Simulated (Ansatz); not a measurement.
# Debugging a many-body input for AlAs (F-43m)

A first try at the G0W0 gap of AlAs (F-43m), what the program said, and an input that works.

Calculated with Ansatz 0.2.0; G0W0 on PBE, plane waves, PAW; PAW set soft_1.

### 1. The starting structure

The structure is cubic, space group F-43m (No. 216). Conventional cell: a = 5.661 Å, b = 5.661 Å, c = 5.661 Å, α = 90.00°, β = 90.00°, γ = 90.00°. Nearest to Al lie 4 As at 2.45 Å. As has 4 Al at 2.45 Å nearest. Farther neighbours are not listed.

As a file:

```cif
data_structure
_symmetry_space_group_name_H-M 'P 1'
_symmetry_Int_Tables_number 1
_cell_length_a 4.0028
_cell_length_b 4.0028
_cell_length_c 4.0028
_cell_angle_alpha 60.000
_cell_angle_beta 60.000
_cell_angle_gamma 60.000
_cell_volume 45.35
loop_
_atom_site_label
_atom_site_type_symbol
_atom_site_fract_x
_atom_site_fract_y
_atom_site_fract_z
_atom_site_occupancy
Al1 Al 0.00000 0.00000 0.00000 1
As2 As 0.25000 0.25000 0.25000 1
```

The cell and positions come from the Crystallography Open Database and are kept as given unless a step says otherwise. The default PAW set here is soft_1. Its files were made with PBE.

### 2. First try

input.yaml reads:

```yaml
crystal:
  lattice:
    - [0.0, 2.8304, 2.8304]
    - [2.8304, 0.0, 2.8304]
    - [2.8304, 2.8304, 0.0]
  atoms:
    - { symbol: Al, position: [0.0, 0.0, 0.0] }
    - { symbol: As, position: [0.25, 0.25, 0.25] }
kpoints:
  mp_grid: { grid: [4, 4, 4] }
hamiltonian:
  xc: pbe
  pseudopotentials: { kind: paw_fr, azcp: { folder: soft_1 } }
scf:
  occupations: { method: fixed }
magnetization:
  noncollinear: true
  spin_orbit: true
gw:
  n_empty_bands: 47
  ecut_chi: 60
  qp_bands: [v2, c2]
  qp_kpoints: band_edges
  screening: { model: contour_deformation }
```

Run with:

```sh
$ ansatz run input.yaml --threads 3 --pin off --max-ram 92160MiB --backend cpu --events-out ev --progress --plain --runs-dir out
```

Numbers of over 12 decimals in the logs are rounded to 6 here.

The program printed:

```text
Error: gw: with magnetization.noncollinear: true — the χ₀/Σ pipeline is wired for the unpolarised channel only — spinor oscillator elements and the per-channel sum are not implemented; use an unpolarised deck
```

Elapsed: 0.05 s, on 3 threads of AMD EPYC 7R13 (Zen 3), shared host; peak memory 0.039 GiB.

Q: What is the fault?

The input was rejected at the start.

The program's message: “Error: gw: with magnetization.noncollinear: true — the χ₀/Σ pipeline is wired for the unpolarised channel only — spinor oscillator elements and the per-channel sum are not implemented; use an unpolari …”

The fault: spin-orbit coupling. The physics allows it, but this program's G0W0 has no spinor form; spin-orbit coupling is taken from a separate density-functional step.

### 3. A better input

G0W0 replaces the xc potential by the self-energy, built once from these orbitals. Only a window of levels is corrected, while the sums run over the empty bands that the input names. This step takes PAW set soft_1 files.

input.yaml, the sections that differ from step 2:

```yaml
kpoints:
  mp_grid: { grid: [6, 6, 6] }
hamiltonian:
  xc: pbe
  pseudopotentials: { kind: paw, azcp: { folder: soft_1 } }
# crystal, scf, gw: as in step 2
# magnetization: removed
```

Run with:

```sh
$ ansatz run input.yaml --threads 3 --pin off --max-ram 92160MiB --backend cuda --events-out ev --progress --plain --runs-dir out --devices 1 --max-vram 13GiB
```

The program printed:

```text
GPUs: using 1 of 1 available (devices: 1).
[...]
device memory: the entry about to start is reckoned to put 0.5 GiB on a device that reports 44.8 GiB free (of which the cap on the GPU budget leaves the run 13.0 GiB)
GPU FFT provider: cuFFT
GPU libraries: cuBLAS 13.8.2, cuFFT 12.4.0, cuSOLVER 12.3.4
Crystal: 2 atoms, lattice volume = 45.350 Å³
Basis set: ecut = 420 eV, 893 PW (Γ)
Bands: 13, of which v1, the nominal top of the filled ones, is band 9 counted from 1 (8 counted from 0)
Symmetry: 24 space group operations
[...]
k-points: 16 of 216 (time reversal used)
[...]
GPU buffer pool allocated for 19683 grid points (all kernels)
GPU transforms: local potential and band sums: pruned to the plane-wave sphere, on 25×27×27
[...]
SCF iter   1: F=—  HF=-5394.730708 eV  |F-HF|=—  |Δ(HF+E_count)|=         —  Δρ=3.67e-2  dr2=6.87e-1  ethr=3.10e-3  ⟨swp⟩=4.0  Hψ=1075  notcnv=0  defer=24
[...]
0     8      6.1150   -15.7604     1.5576   -13.9383  0.7728     5.8497     5.8504  root
     0     9      6.1150   -15.7604     1.5576   -13.9383  0.7728     5.8497     5.8504  root
     0    10      8.1705    -9.6608    -3.5559   -13.8774  0.7843     8.8361     8.8311  root
     0    11     10.4150    -6.6754    -4.1238   -11.2063  0.7650    10.8248    10.8220  root
     1     8      5.8533   -15.6525     1.6148   -13.7492  0.7705     5.5639     5.5649  root
     1     9      5.8533   -15.6525     1.6148   -13.7492  0.7705     5.5639     5.5649  root
     1    10      8.9453    -8.5108    -3.6988   -12.7489  0.7790     9.4883     9.4846  root
     1    11     10.8499    -6.6583    -4.2571   -11.3340  0.7588    11.2718    11.2686  root
[...]
12     8      3.9487   -15.3626     2.2928   -12.6169  0.7476     3.4921     3.4958  root
    12     9      3.9487   -15.3626     2.2928   -12.6169  0.7476     3.4921     3.4958  root
    12    10      7.5569    -5.5225    -3.4650    -9.1299  0.7898     7.6995     7.6992  root
    12    11      8.4168    -6.5275    -3.5251   -10.3137  0.7868     8.6787     8.6779  root
[key lines of the parts left out:]
SCF converged after 7 iterations
Free energy (F): -5394.599630 eV
Fermi energy:    6.114961 eV
```

Elapsed: 20 s, on 1 × NVIDIA H100 80GB HBM3 (shared by 6 runs) with 3 threads; peak memory 0.99 GiB; 22 s of CPU time.

In the SCF lines HF is the Harris–Foulkes energy and dr2 the Hartree energy of the density residual, in eV; the loop may stop once dr2 is under the threshold and the program's other checks hold. Hψ counts applications of the Hamiltonian.

Numbers from this step:

| Property | Result |
| --- | --- |
| bands summed | 56 |
| RPA ε∞ on this mesh (eigenvalues) | 10.13, 10.13, 10.13 |
| plane waves in the screening matrix | 59 |
| q-points in the mesh | 216 |
| G0W0 gap on the mesh | 1.849 eV |
| k of the valence top | 0, 0, 0 |
| k of the conduction bottom | 0, -0.5, -0.5 |
| starting gap on the mesh | 1.442 eV |
| Z at the valence top | 0.7728 |
| Z at the conduction bottom | 0.7898 |
| least direct G0W0 gap on the computed points | 2.981 eV |

The gap on the mesh goes from 1.44 eV to 1.85 eV, a correction of +0.41 eV. Between the two edge states, bare exchange in place of the xc potential would open the gap by 5.43 eV, and correlation takes back 5.02 eV.

### 4. Outcome

- first try: refused after 0.05 s
- better run: G0W0 gap on the mesh 1.85 eV (6×6×6 mesh, 47 empty bands, screening to 60 eV, PAW set soft_1 files)

**Reading.** The second run differs in: start, files and mesh. Bands and cutoff are finite, so the gap is not at the basis limit. The miss can reach some tenths of an eV and take either sign; the mesh is an error of its own. The many-body steps are scalar-relativistic: spin-orbit coupling is not in them.

[Paths, hosts, dates, memory and timing lines, banners, echoed tables and standing remarks are left out of the program output.]

[Logs are printed without paths, hosts, clocks, repeated set-up lines and the standing remarks that a program may print on its own settings, such as how far it seeks lower states.]

[Runs of the session that timed out or met a known fault of the program may be left out.]

[Cells called generated may have been cut or substituted from an entry of the Crystallography Open Database or the Materials Project.]

[Hosts, paths, dates, database ids (printed as entryN), source tags and the programs' standing remarks are cut or masked in the printed files.]
